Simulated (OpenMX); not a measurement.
# CdS (Greenockite) (P6_3mc) in OpenMX: further runs, part 2 of 2

OpenMX 3.8.5. The steps go on from the part before.

### Step 3. Single point, LDA, 25.12 Å³/atom

Input file CdS.dat:

```
System.CurrrentDirectory             ./
System.Name                          CdS
DATA.PATH                            ./DFT_DATA13
level.of.stdout                      1
level.of.fileout                     0
Species.Number                       2
<Definition.of.Atomic.Species
  Cd  Cd7.0-s3p2d2           Cd_CA13
  S   S7.0-s2p2d1f1          S_CA13
Definition.of.Atomic.Species>

Atoms.Number                         4
Atoms.SpeciesAndCoordinates.Unit     FRAC
<Atoms.SpeciesAndCoordinates
    1  Cd    0.6666666667    0.3333333333    0.5000000000   6.000  6.000
    2  Cd    0.3333333333    0.6666666667    0.0000000000   6.000  6.000
    3  S     0.6666666667    0.3333333333    0.8750000000   3.000  3.000
    4  S     0.3333333333    0.6666666667    0.3750000000   3.000  3.000
Atoms.SpeciesAndCoordinates>

Atoms.UnitVectors.Unit               Ang
<Atoms.UnitVectors
     4.1500000000    0.0000000000    0.0000000000
    -2.0750000000    3.5940054257    0.0000000000
     0.0000000000    0.0000000000    6.7370000000
Atoms.UnitVectors>

scf.XcType                           LDA
scf.SpinPolarization                 off
scf.ElectronicTemperature            580.226
scf.energycutoff                     500.0
scf.maxIter                          100
scf.EigenvalueSolver                 band
scf.Kgrid                            7 7 5
scf.Mixing.Type                      rmm-diisk
scf.Init.Mixing.Weight               0.05
scf.Min.Mixing.Weight                0.001
scf.Max.Mixing.Weight                0.3
scf.Mixing.History                   25
scf.Mixing.StartPulay                8
scf.criterion                        1.0e-8
MD.Type                              nomd
```

Potentials or basis: OpenMX 2013 LDA set, Cd7.0-s3p2d2, S7.0-s2p2d1f1, fixed grid of 48 × 48 × 90 points.

The run is started by

```console
$ openmx CdS.dat -nt 1 > CdS.std
```

Wall time 6.5 min (1 thread of Intel Xeon at 2.50GHz (Skylake/Cascade Lake), shared host); peak memory 1.3 GiB.

Results (log left out):

```yaml
Free_energy: -3468.9861 eV
Largest_force: 0.077 eV/Å
Band_gap_on_the_k_mesh: 1.07 eV, direct
Mulliken_charges: Cd +0.30; S -0.30 e
```

Caveat: Mulliken charges move with the basis; the basis of atomic orbitals isn't converged, which shifts pressures, moduli and gaps.

### Step 4. Single point, LDA, 24.62 Å³/atom (volume scaled by 0.98)

Changes to CdS.dat since step 3:

```diff
@@ -22,5 +22,5 @@
 <Atoms.UnitVectors
-     4.1500000000    0.0000000000    0.0000000000
-    -2.0750000000    3.5940054257    0.0000000000
-     0.0000000000    0.0000000000    6.7370000000
+     4.1221468118    0.0000000000    0.0000000000
+    -2.0610734059    3.5698838571    0.0000000000
+     0.0000000000    0.0000000000    6.6917838725
 Atoms.UnitVectors>
@@ -30,3 +30,2 @@
 scf.ElectronicTemperature            580.226
-scf.energycutoff                     500.0
 scf.maxIter                          100
@@ -42 +41,3 @@
 MD.Type                              nomd
+scf.Ngrid                            48 48 90
+scf.energycutoff                     500.0
```

The run is started by

```console
$ openmx CdS.dat -nt 1 > CdS.std
```

Run time: 6.8 min. Hardware: 1 thread of Intel Xeon at 2.50GHz (Skylake/Cascade Lake), shared host; peak memory 1.3 GiB.

The run converged. Its results:

- Free energy: -3469.0129 eV
- Largest force: 0.083 eV/Å
- Band gap on the k mesh: 1.13 eV, direct
- Mulliken charges: Cd +0.29; S -0.29 e

Caveat: Mulliken charges move with the basis; the basis of atomic orbitals isn't converged, which shifts pressures, moduli and gaps.

### Step 5. Single point, LDA, 25.62 Å³/atom (volume scaled by 1.02)

Changes to CdS.dat since step 4:

```diff
@@ -22,5 +22,5 @@
 <Atoms.UnitVectors
-     4.1221468118    0.0000000000    0.0000000000
-    -2.0610734059    3.5698838571    0.0000000000
-     0.0000000000    0.0000000000    6.6917838725
+     4.1774842447    0.0000000000    0.0000000000
+    -2.0887421223    3.6178074798    0.0000000000
+     0.0000000000    0.0000000000    6.7816171943
 Atoms.UnitVectors>
```

The run is started by

```console
$ openmx CdS.dat -nt 1 > CdS.std
```

Run time: 6 min. Hardware: 1 thread of Intel Xeon at 2.50GHz (Skylake/Cascade Lake), shared host; peak memory 1.2 GiB.

It converged, with:

```
Free energy            : -3468.9456 eV
Largest force          : 0.073 eV/Å
Band gap on the k mesh : 1.01 eV, direct
Mulliken charges       : Cd +0.30; S -0.30 e
```

Caveat: Mulliken charges move with the basis; the basis of atomic orbitals isn't converged, which shifts pressures, moduli and gaps.

### Step 6. Single point, LDA, 24.12 Å³/atom (volume scaled by 0.96)

Changes to CdS.dat since step 5:

```diff
@@ -22,5 +22,5 @@
 <Atoms.UnitVectors
-     4.1774842447    0.0000000000    0.0000000000
-    -2.0887421223    3.6178074798    0.0000000000
-     0.0000000000    0.0000000000    6.7816171943
+     4.0939120434    0.0000000000    0.0000000000
+    -2.0469560217    3.5454318304    0.0000000000
+     0.0000000000    0.0000000000    6.6459482979
 Atoms.UnitVectors>
```

Potentials or basis: OpenMX 2013 LDA set, Cd7.0-s3p2d2, S7.0-s2p2d1f1, fixed grid of 48 × 48 × 90 points.

The run is started by

```console
$ openmx CdS.dat -nt 1 > CdS.std
```

It took 7 min on 1 thread of Intel Xeon at 2.50GHz (Skylake/Cascade Lake), shared host; peak memory 1.3 GiB.

Results (log left out):

```yaml
Free_energy: -3469.0241 eV
Largest_force: 0.087 eV/Å
Band_gap_on_the_k_mesh: 1.19 eV, direct
Mulliken_charges: Cd +0.29; S -0.29 e
```

Caveat: Mulliken charges move with the basis; the basis of atomic orbitals isn't converged, which shifts pressures, moduli and gaps.

### Step 7. Single point, LDA, 26.13 Å³/atom (volume scaled by 1.04)

Changes to CdS.dat since step 6:

```diff
@@ -22,5 +22,5 @@
 <Atoms.UnitVectors
-     4.0939120434    0.0000000000    0.0000000000
-    -2.0469560217    3.5454318304    0.0000000000
-     0.0000000000    0.0000000000    6.6459482979
+     4.2046115259    0.0000000000    0.0000000000
+    -2.1023057629    3.6413003944    0.0000000000
+     0.0000000000    0.0000000000    6.8256549035
 Atoms.UnitVectors>
```

The run is started by

```console
$ openmx CdS.dat -nt 1 > CdS.std
```

Run time: 6.8 min. Hardware: 1 thread of Intel Xeon at 2.50GHz (Skylake/Cascade Lake), shared host; peak memory 1.2 GiB.

It converged, with:

```
Free energy            : -3468.8935 eV
Largest force          : 0.069 eV/Å
Band gap on the k mesh : 0.95 eV, direct
Mulliken charges       : Cd +0.30; S -0.30 e
```

Caveat: Mulliken charges move with the basis; the basis of atomic orbitals isn't converged, which shifts pressures, moduli and gaps.

### Step 8. Single point, LDA, 23.61 Å³/atom (volume scaled by 0.94)

Changes to CdS.dat since step 7:

```diff
@@ -22,5 +22,5 @@
 <Atoms.UnitVectors
-     4.2046115259    0.0000000000    0.0000000000
-    -2.1023057629    3.6413003944    0.0000000000
-     0.0000000000    0.0000000000    6.8256549035
+     4.0652823512    0.0000000000    0.0000000000
+    -2.0326411756    3.5206377897    0.0000000000
+     0.0000000000    0.0000000000    6.5994716144
 Atoms.UnitVectors>
```

The run is started by

```console
$ openmx CdS.dat -nt 1 > CdS.std
```

Run time: 7 min. Hardware: 1 thread of Intel Xeon at 2.50GHz (Skylake/Cascade Lake), shared host; peak memory 1.3 GiB.

Results (log left out):

- Free energy: -3469.0183 eV
- Largest force: 0.091 eV/Å
- Band gap on the k mesh: 1.25 eV, direct
- Mulliken charges: Cd +0.28; S -0.28 e

Caveat: Mulliken charges move with the basis; the basis of atomic orbitals isn't converged, which shifts pressures, moduli and gaps.

### Step 9. Single point, LDA, 26.63 Å³/atom (volume scaled by 1.06)

Changes to CdS.dat since step 8:

```diff
@@ -22,5 +22,5 @@
 <Atoms.UnitVectors
-     4.0652823512    0.0000000000    0.0000000000
-    -2.0326411756    3.5206377897    0.0000000000
-     0.0000000000    0.0000000000    6.5994716144
+     4.2313932131    0.0000000000    0.0000000000
+    -2.1156966065    3.6644940159    0.0000000000
+     0.0000000000    0.0000000000    6.8691315847
 Atoms.UnitVectors>
```

Potentials or basis: OpenMX 2013 LDA set, Cd7.0-s3p2d2, S7.0-s2p2d1f1, fixed grid of 48 × 48 × 90 points.

The run is started by

```console
$ openmx CdS.dat -nt 1 > CdS.std
```

Wall time 6.4 min (1 thread of Intel Xeon at 2.50GHz (Skylake/Cascade Lake), shared host); peak memory 1.2 GiB.

It converged, with:

```yaml
Free_energy: -3468.8302 eV
Largest_force: 0.063 eV/Å
Band_gap_on_the_k_mesh: 0.90 eV, direct
Mulliken_charges: Cd +0.30; S -0.30 e
```

Caveat: Mulliken charges move with the basis; the basis of atomic orbitals isn't converged, which shifts pressures, moduli and gaps.

### Step 10. Equation of state, LDA

Potentials or basis: OpenMX 2013 LDA set, Cd7.0-s3p2d2, S7.0-s2p2d1f1, fixed grid of 48 × 48 × 90 points.

No new run: the results of the series are fitted here.

What came out:

```yaml
Equilibrium_volume: 24.03 Å³/atom
Bulk_modulus_at_fixed_shape_and_positions: 67 GPa
Pressure_derivative_of_the_bulk_modulus: 4.8
```

Energy against volume, from the lowest point:
```csv
volume (Å³/atom),energy (meV/atom)
23.614,1.46
24.116,0.00
24.618,2.81
25.121,9.49
25.623,19.63
26.126,32.66
26.628,48.46
```

Caveat: volumes in these bases differ from converged ones by about 1 %, for some elements by several; the cell was scaled at fixed shape and fractional positions, which overstates the stiffness of a crystal with free parameters, most of all of layers and chains; the basis of atomic orbitals isn't converged, which shifts pressures, moduli and gaps.

### Step 11. Comparison with measurements

Step 2. A measured gap of CdS is 2.5809 eV (quoted in “Isotope dependence of band-gap energy”, 2008, arxiv:0807.2152); the calculated 1.07 eV misses it by -1.51 eV. So large a miss can be the level of theory's own, or it may mean another phase, state or a wrong row. Spin-orbit coupling on Cd is left out. The value is that of LDA in an atomic basis (OpenMX 2013 LDA set, Cd7.0-s3p2d2, S7.0-s2p2d1f1, grid cutoff 500 Ry), whose error adds to the functional's,, without temperature or zero-point motion. Semilocal functionals fall short of measured gaps as a rule.
